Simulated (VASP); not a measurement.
# Ni (P6_3/mmc) in VASP: settings compared

The runs below take Ni through single point, with PBEsol, r2SCAN.

All numbers are computed with VASP 6.6.1; they aren't measurements. Logs are shortened: lines on timing, memory, paths and dates and some standing lists are left out, and cuts for length are marked.

## (1) Starting point

It takes space group P6_3/mmc (No. 194, hexagonal). Conventional cell: a = 2.445 Å, b = 2.445 Å, c = 4.018 Å, α = 90.00°, β = 90.00°, γ = 120.00°. Ni (site symmetry -6m2) has 12 Ni at 2.45 to 2.46 Å as nearest neighbours.

This isn't the form of Ni at room conditions, which is fcc.

## (2) Single point, PBEsol, collinear spin, ferromagnetic start

INCAR reads:

```
SYSTEM = Ni
PREC = Accurate
ENCUT = 520
EDIFF = 1E-6
ISMEAR = 0
SIGMA = 0.5
LREAL = .FALSE.
LASPH = .TRUE.
NELM = 120
ALGO = Fast
ISIF = 2
LWAVE = .FALSE.
LCHARG = .FALSE.
ISPIN = 2
MAGMOM = 1 1
LORBIT = 11
LMAXMIX = 4
GGA = PS
NBANDS = 21
```

KPOINTS reads:

```
regular mesh
0
G
  21 21 10
  0 0 0
```

POSCAR reads:

```
Ni
1.0
    2.4453800000      0.0000000000      0.0000000000
   -1.2226900000      2.1177600000      0.0000000000
    0.0000000000      0.0000000000      4.0175800000
Ni
2
Direct
    0.3333300000      0.6666700000      0.2500000000
    0.6666700000      0.3333300000      0.7500000000
```

Potentials or basis: VASP PAW PBE potentials, release 64 (Ni).

Launch:

```console
$ cat potpaw_PBE.64/Ni/POTCAR > POTCAR
$ mpirun -np 1 vasp_std > vasp.out
```

OUTCAR:

```text
SYSTEM = Ni
   PREC = Accurate
   ENCUT = 520
   EDIFF = 1E-6
   ISMEAR = 0
   LREAL = .FALSE.
   LASPH = .TRUE.
   NELM = 120
   ISIF = 2
   ISPIN = 2
   LORBIT = 11
   GGA = PS

 ion  position               nearest neighbor table
   1  0.333  0.667  0.250-   2 2.46   2 2.46   2 2.46   2 2.46   2 2.46   2 2.46
   2  0.667  0.333  0.750-   1 2.46   1 2.46   1 2.46   1 2.46   1 2.46   1 2.46

  LATTYP: Found a hexagonal cell.
 ALAT       =     2.4453800000
 C/A-ratio  =     1.6429266617

  Lattice vectors:

 A1 = (   2.4453800000,   0.0000000000,   0.0000000000)
 A2 = (  -1.2226900000,   2.1177600000,   0.0000000000)
 A3 = (   0.0000000000,   0.0000000000,   4.0175800000)

Analysis of symmetry for initial positions (statically):
=====================================================================
 Subroutine PRICEL returns:
 Original cell was already a primitive cell.

 Routine SETGRP: Setting up the symmetry group for a
 hexagonal supercell.

 Subroutine GETGRP returns: Found  8 space group operations
 (whereof  4 operations were pure point group operations)
 out of a pool of 24 trial point group operations.

The static configuration has the point symmetry C_2h.
 The point group associated with its full space group is D_2h.

Analysis of symmetry for dynamics (positions and initial velocities):
=====================================================================
 Subroutine PRICEL returns:
 Original cell was already a primitive cell.

 Routine SETGRP: Setting up the symmetry group for a
 hexagonal supercell.

 Subroutine GETGRP returns: Found  8 space group operations
 (whereof  4 operations were pure point group operations)
 out of a pool of 24 trial point group operations.

The dynamic configuration has the point symmetry C_2h.
 The point group associated with its full space group is D_2h.

Analysis of structural, dynamic, and magnetic symmetry:
=====================================================================
 Subroutine PRICEL returns:
 Original cell was already a primitive cell.

 Routine SETGRP: Setting up the symmetry group for a
 hexagonal supercell.

 Subroutine GETGRP returns: Found  8 space group operations
 (whereof  4 operations were pure point group operations)
 out of a pool of 24 trial point group operations.

The overall configuration has the point symmetry C_2h.
 The point group associated with its full space group is D_2h.

 Subroutine INISYM returns: Found  8 space group operations
 (whereof  4 operations are pure point group operations),
 and found     1 'primitive' translations

----------------------------------------------------------------------------------------
[... 114 lines left out ...]
  volume/ion in A,a.u.               =      10.40        70.20
  Fermi-wavevector in a.u.,A,eV,Ry     =   1.615681  3.053194 35.516990  2.610425
  Thomas-Fermi vector in A             =   2.710389
   LORBIT       =     11    0 simple, 1 ext, 2 COOP (PROOUT), +10 PAW based schemes
   GGA     = PS    functional components
   LHFCALC =     F    Hartree Fock is set to
   AEXX    =    0.0000 exact exchange contribution
   IVDW    =     0    specifies the selected vdW correction
   LEPSILON=     F    determine dielectric tensor
   LRPA    =     F    only Hartree local field effects (RPA)
 spin polarized calculation
 RMM-DIIS sequential band-by-band and
 Gauss-broadening in eV      SIGMA  =   0.50
  energy-cutoff  :      520.00
  volume of cell :       20.81
 maximum number of plane-waves:       578
   NGX =  9   NGY =  9   NGZ = 15

 number of electron      19.9999984 magnetization       0.9211665

 Free energy of the ion-electron system (eV)
  ---------------------------------------------------
  ext. energy  EPLUGINS =         0.00000000
  ---------------------------------------------------
  free energy    TOTEN  =       -12.44404549 eV

  energy without entropy =      -12.01600325  energy(sigma->0) =      -12.23002437

 E-fermi :   9.8329     XC(G=0): -13.7027

 val. band max:        9.8319829615   @ k =  -0.1905   0.4286   0.0000
 cond. band min:       9.8344798273   @ k =   0.3333   0.0476   0.4000
 fundamental gap:      0.0024968658
 Fermi energy:         9.8329254097

 spin component 1

 k-point     1 :       0.0000    0.0000    0.0000
  band No.  band energies     occupation
      1       0.4539      1.00000
      2       4.8007      1.00000
      3       7.3982      1.00000
      4       7.5059      1.00000
      5       7.5060      1.00000
      6       7.7945      1.00000
[... 565 lines left out ...]
     20      39.0013      0.00000
     21      39.5881      0.00000

 [... further k-points ...]

 spin component 2

 k-point     1 :       0.0000    0.0000    0.0000
  band No.  band energies     occupation
      1       0.4553      1.00000
      2       5.0844      1.00000
      3       7.8853      1.00000
      4       7.9822      1.00000
      5       7.9822      1.00000
      6       8.2843      0.99999
[... 565 lines left out ...]
     20      39.0636      0.00000
     21      39.6969      0.00000

 [... further k-points ...]
[... 5 lines left out ...]
  --------------------------------------------------------------------------------------
  -------------------------------------------------------------------------------------
  Total        0.2130325      0.2130843      0.0600262      0.0000450      0.0000000      0.0000000
  in kB       16.4047231     16.4087081      4.6223621      0.0034673      0.0000000      0.0000000
  external PRESSURE =      12.4785977 kB  Pullay stress =       0.0000000 kB

 VOLUME and BASIS-vectors are now :
 -----------------------------------------------------------------------------
  energy-cutoff  :      520.00
  volume of cell :       20.81
      direct lattice vectors                 reciprocal lattice vectors
     2.445380000  0.000000000  0.000000000     0.408934399  0.236098519  0.000000000
    -1.222690000  2.117760000  0.000000000     0.000000000  0.472197038  0.000000000
     0.000000000  0.000000000  4.017580000     0.000000000  0.000000000  0.248906058

 POSITION                                       TOTAL-FORCE (eV/Angst)
 -----------------------------------------------------------------------------------
     -0.00001      1.41185      1.00439         0.000059     -0.000034      0.000000
      1.22270      0.70591      3.01319        -0.000059      0.000034     -0.000000
 -----------------------------------------------------------------------------------
    total drift:                                0.000000     -0.000000      0.000000

  FREE ENERGIE OF THE ION-ELECTRON SYSTEM (eV)
  ---------------------------------------------------
  free  energy   TOTEN  =       -12.4440454941 eV

  energy  without entropy=      -12.0160032480  energy(sigma->0) =      -12.23002437

 total charge

# of ion       s       p       d       tot
------------------------------------------
    1        0.519   0.543   8.336   9.399
    2        0.519   0.543   8.336   9.399
--------------------------------------------------
tot          1.038   1.087  16.672  18.797

 magnetization (x)

# of ion       s       p       d       tot
------------------------------------------
    1       -0.004  -0.017   0.484   0.464
    2       -0.004  -0.017   0.484   0.464
--------------------------------------------------
tot         -0.008  -0.033   0.968   0.927
```

OSZICAR:

```text
N       E                     dE             d eps       ncg     rms          rms(c)
DAV:   1     0.936798733788E+02    0.93680E+02   -0.91431E+03 65913   0.141E+03
DAV:   2    -0.923259616651E+01   -0.10291E+03   -0.94786E+02 62034   0.235E+02
DAV:   3    -0.147768365419E+02   -0.55442E+01   -0.53432E+01 69239   0.624E+01
DAV:   4    -0.148423270373E+02   -0.65490E-01   -0.65446E-01 69533   0.637E+00
DAV:   5    -0.148440534856E+02   -0.17264E-02   -0.17264E-02 70161   0.103E+00    0.157E+01
RMM:   6    -0.131209581066E+02    0.17231E+01   -0.76616E+00 74023   0.298E+01    0.906E+00
RMM:   7    -0.124973151719E+02    0.62364E+00   -0.11369E+00 73169   0.118E+01    0.320E+00
RMM:   8    -0.124496597556E+02    0.47655E-01   -0.21428E-02 87219   0.104E+00    0.123E+00
RMM:   9    -0.124453691362E+02    0.42906E-02   -0.27155E-03 82574   0.513E-01    0.325E-01
RMM:  10    -0.124440565118E+02    0.13126E-02   -0.11233E-03 79792   0.361E-01    0.842E-02
RMM:  11    -0.124440315465E+02    0.24965E-04   -0.35167E-04 92958   0.108E-01    0.461E-02
RMM:  12    -0.124440431873E+02   -0.11641E-04   -0.44671E-05 87319   0.432E-02    0.170E-02
RMM:  13    -0.124440449112E+02   -0.17239E-05   -0.72462E-06 75606   0.179E-02    0.764E-03
RMM:  14    -0.124440454941E+02   -0.58296E-06   -0.13896E-06 47661   0.869E-03
   1 F= -.12444045E+02 E0= -.12230024E+02  d E =-.428042E+00  mag=     0.9201
```

It took 5.5 min on 1 thread of Intel Xeon Platinum 8488C (Sapphire Rapids), shared host; peak memory 0.49 GiB.

Results:

```
Free energy                                           : -12.4440 eV
Pressure                                              : 1.2 GPa
Band gap on the k mesh                                : none (metal or under the smearing width)
Net moment                                            : 0.92 μB per cell
Site moments                                          : Ni +0.46 μB
Valence electrons inside the program's atomic spheres : Ni 9.40
```

Caveat: the PAW data sets were made with another functional, which shifts forces and pressure a little.

## (3) Single point, PBEsol, collinear spin, ferromagnetic start

INCAR: that of step 2 with these lines changed.

```diff
@@ -2,6 +2,6 @@
 PREC = Accurate
-ENCUT = 520
+ENCUT = 900
 EDIFF = 1E-6
 ISMEAR = 0
-SIGMA = 0.5
+SIGMA = 0.1
 LREAL = .FALSE.
```

KPOINTS is that of step 2.

POSCAR is that of step 2.

Potentials or basis: VASP PAW PBE potentials, release 64 (Ni).

Launch:

```console
$ cat potpaw_PBE.64/Ni/POTCAR > POTCAR
$ mpirun -np 1 vasp_std > vasp.out
```

OUTCAR:

```text
SYSTEM = Ni
   PREC = Accurate
   ENCUT = 900
   EDIFF = 1E-6
   ISMEAR = 0
   LREAL = .FALSE.
   LASPH = .TRUE.
   NELM = 120
   ISIF = 2
   ISPIN = 2
   LORBIT = 11
   GGA = PS

 ion  position               nearest neighbor table
   1  0.333  0.667  0.250-   2 2.46   2 2.46   2 2.46   2 2.46   2 2.46   2 2.46
   2  0.667  0.333  0.750-   1 2.46   1 2.46   1 2.46   1 2.46   1 2.46   1 2.46

  LATTYP: Found a hexagonal cell.
 ALAT       =     2.4453800000
 C/A-ratio  =     1.6429266617

  Lattice vectors:

 A1 = (   2.4453800000,   0.0000000000,   0.0000000000)
 A2 = (  -1.2226900000,   2.1177600000,   0.0000000000)
 A3 = (   0.0000000000,   0.0000000000,   4.0175800000)

[... 1372 lines left out ...]
  energy-cutoff  :      900.00
  volume of cell :       20.81
      direct lattice vectors                 reciprocal lattice vectors
     2.445380000  0.000000000  0.000000000     0.408934399  0.236098519  0.000000000
    -1.222690000  2.117760000  0.000000000     0.000000000  0.472197038  0.000000000
     0.000000000  0.000000000  4.017580000     0.000000000  0.000000000  0.248906058

 POSITION                                       TOTAL-FORCE (eV/Angst)
 -----------------------------------------------------------------------------------
     -0.00001      1.41185      1.00439         0.000054     -0.000031      0.000000
      1.22270      0.70591      3.01319        -0.000054      0.000031     -0.000000
 -----------------------------------------------------------------------------------
    total drift:                                0.000000      0.000000      0.000000

  FREE ENERGIE OF THE ION-ELECTRON SYSTEM (eV)
  ---------------------------------------------------
  free  energy   TOTEN  =       -12.2272128792 eV

  energy  without entropy=      -12.2053585015  energy(sigma->0) =      -12.21628569

 total charge

# of ion       s       p       d       tot
------------------------------------------
    1        0.519   0.543   8.336   9.398
    2        0.519   0.543   8.336   9.398
--------------------------------------------------
tot          1.038   1.087  16.672  18.796

 magnetization (x)

# of ion       s       p       d       tot
------------------------------------------
    1       -0.005  -0.024   0.653   0.625
    2       -0.005  -0.024   0.653   0.625
--------------------------------------------------
tot         -0.010  -0.047   1.306   1.250
```

OSZICAR:

```text
N       E                     dE             d eps       ncg     rms          rms(c)
DAV:   1     0.120775143803E+03    0.12078E+03   -0.13055E+04 65826   0.207E+03
DAV:   2    -0.656285682423E+01   -0.12734E+03   -0.11744E+03 61489   0.299E+02
DAV:   3    -0.145422722676E+02   -0.79794E+01   -0.75829E+01 68348   0.806E+01
DAV:   4    -0.146438480278E+02   -0.10158E+00   -0.10146E+00 68966   0.843E+00
DAV:   5    -0.146462871997E+02   -0.24392E-02   -0.24391E-02 69924   0.133E+00    0.157E+01
RMM:   6    -0.129008547573E+02    0.17454E+01   -0.77292E+00 74034   0.303E+01    0.913E+00
RMM:   7    -0.122803746889E+02    0.62048E+00   -0.11345E+00 73220   0.121E+01    0.316E+00
RMM:   8    -0.122335334096E+02    0.46841E-01   -0.21147E-02 87424   0.104E+00    0.129E+00
RMM:   9    -0.122287378185E+02    0.47956E-02   -0.26053E-03 82883   0.515E-01    0.363E-01
RMM:  10    -0.122272306767E+02    0.15071E-02   -0.95253E-04 79904   0.346E-01    0.782E-02
RMM:  11    -0.122272298399E+02    0.83682E-06   -0.37322E-04 96374   0.108E-01    0.316E-02
RMM:  12    -0.122272106947E+02    0.19145E-04   -0.39640E-05 79090   0.597E-02    0.140E-02
RMM:  13    -0.122272125424E+02   -0.18477E-05   -0.21004E-05 88675   0.258E-02    0.689E-03
RMM:  14    -0.122272128792E+02   -0.33686E-06   -0.13805E-06 46828   0.797E-03
   1 F= -.12227213E+02 E0= -.12216286E+02  d E =-.218544E-01  mag=     1.2389
```

Wall time 8.7 min (1 thread of Intel Xeon Platinum 8488C (Sapphire Rapids), shared host); peak memory 0.94 GiB.

What came out:

```yaml
Free_energy: -12.2272 eV
Pressure: 0.2 GPa
Band_gap_on_the_k_mesh: none (metal or under the smearing width)
Net_moment: 1.24 μB per cell
Site_moments: Ni +0.62 μB
Valence_electrons_inside_the_program's_atomic_spheres: Ni 9.40
```

Caveat: the PAW data sets were made with another functional, which shifts forces and pressure a little.

## (4) Single point, r2SCAN, collinear spin, ferromagnetic start

INCAR reads:

```
SYSTEM = Ni
PREC = Accurate
ENCUT = 520
EDIFF = 1E-6
ISMEAR = 0
SIGMA = 0.1
LREAL = .FALSE.
LASPH = .TRUE.
NELM = 120
ALGO = Normal
ISIF = 2
LWAVE = .FALSE.
LCHARG = .FALSE.
ISPIN = 2
MAGMOM = 1 1
LORBIT = 11
LMAXMIX = 4
METAGGA = R2SCAN
LMIXTAU = .TRUE.
NBANDS = 21
```

KPOINTS is that of step 3.

POSCAR is that of step 3.

Launch:

```console
$ cat potpaw_PBE.64/Ni/POTCAR > POTCAR
$ mpirun -np 1 vasp_std > vasp.out
```

Wall time 28 min (1 thread of Intel Xeon Platinum 8488C (Sapphire Rapids), shared host); peak memory 0.5 GiB.

Results (log left out):

```
Free energy                                           : -23.8028 eV
Pressure                                              : 3.1 GPa
Band gap on the k mesh                                : none (metal or under the smearing width)
Net moment                                            : 1.39 μB per cell
Site moments                                          : Ni +0.71 μB
Valence electrons inside the program's atomic spheres : Ni 9.43
```

Stress tensor (GPa, compression positive):
```
2.04 0.00 0.00
0.00 2.04 0.00
0.00 0.00 5.12
```

Levels at points of the mesh, in eV from the Fermi level:
Spin up:
| k point | band 7 | band 8 | band 9 | band 10 | band 11 | band 12 | band 13 | band 14 | band 15 | band 16 |
| --- | --- | --- | --- | --- | --- | --- | --- | --- | --- | --- |
| (0.00, 0.00, 0.00) | -2.58 | -2.01 | -2.01 | -1.00 | -1.00 | -0.52 | 5.93 | 23.85 | 26.28 | 26.28 |
| (0.00, 0.00, 0.50) | -2.89 | -2.89 | -1.33 | -1.33 | -1.33 | -1.33 | 15.15 | 15.15 | 24.65 | 24.65 |
Spin down:
| k point | band 5 | band 6 | band 7 | band 8 | band 9 | band 10 | band 11 | band 12 | band 13 | band 14 |
| --- | --- | --- | --- | --- | --- | --- | --- | --- | --- | --- |
| (0.00, 0.00, 0.00) | -1.66 | -1.45 | -1.45 | -1.19 | -1.19 | -0.72 | -0.13 | -0.13 | 6.64 | 23.72 |
| (0.00, 0.00, 0.50) | -1.85 | -1.85 | -1.85 | -1.85 | -0.41 | -0.41 | -0.41 | -0.41 | 15.39 | 15.39 |

Caveat: the PAW data sets were made with another functional, which shifts forces and pressure a little.

## (5) The runs side by side

| level | cutoff (eV) | smearing | gap on the mesh (eV) | pressure (GPa) | moment (μB) |
| --- | --- | --- | --- | --- | --- |
| PBEsol | 520 | gaussian 0.5 eV | none | 1.2 | 0.92 |
| PBEsol | 900 | gaussian 0.1 eV | none | 0.2 | 1.24 |
| r2SCAN | 520 | gaussian 0.1 eV | none | 3.1 | 1.39 |

Alike in all rows: task single point; potentials or basis VASP PAW PBE potentials, release 64 (Ni); spin collinear, ferromagnetic start; cell as given; k mesh 21 × 21 × 10.

Every run on the cell as given and a fine mesh finds a metal. The pressure there spans 0.2 GPa (PBEsol) to 3.1 GPa (r2SCAN); a positive pressure means that this level wants a larger cell, a negative one a smaller.

Caveats: the PAW data sets were made with another functional, which shifts forces and pressure a little.

Absolute energies hang on the potentials; compare differences alone.
